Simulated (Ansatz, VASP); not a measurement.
**One calculation of CdS (Greenockite), two programs**

```
Cd S
1.0
     4.12215    0.00000    0.00000
    -2.06107    3.56988    0.00000
     0.00000    0.00000    6.69178
Cd S
2 2
Direct
  0.66667 0.33333 0.50000
  0.33333 0.66667 0.00000
  0.66667 0.33333 0.87500
  0.33333 0.66667 0.37500
```

Change from the starting cell: volume scaled by 0.98.

Alike in both runs: task single point; functional PBE; k mesh 7 × 7 × 4; occupations fermi-dirac, width 0.05 eV; no spin polarisation.

```csv
,VASP,Ansatz
version,VASP 6.6.1,Ansatz 0.2.0
potentials or method,"VASP PAW PBE potentials, release 64 (Cd, S)",Ansatz PAW
plane-wave cutoff (eV),520,420
valence electrons in the cell,36,52
```

```csv
,VASP,Ansatz,Ansatz less VASP
gap on the k mesh at the Fermi level (eV),1.25,1.24,-0.004
least direct gap on the mesh (eV),1.25,1.24,-0.004
pressure (GPa),3.8,3.4,-0.38
largest component of the traceless stress (GPa),0.49,0.47,-0.015
rms of the force components (eV/Å),0.042,0.042,-0.0007
```

Atom by atom the forces differ by 0.001 eV/Å (rms over components). The two sets of potentials don't hold the same shells in valence.

Caveats: odd divisions of the mesh miss points on the zone boundary, where band edges often lie, so the gap on the mesh can be too wide (Ansatz).
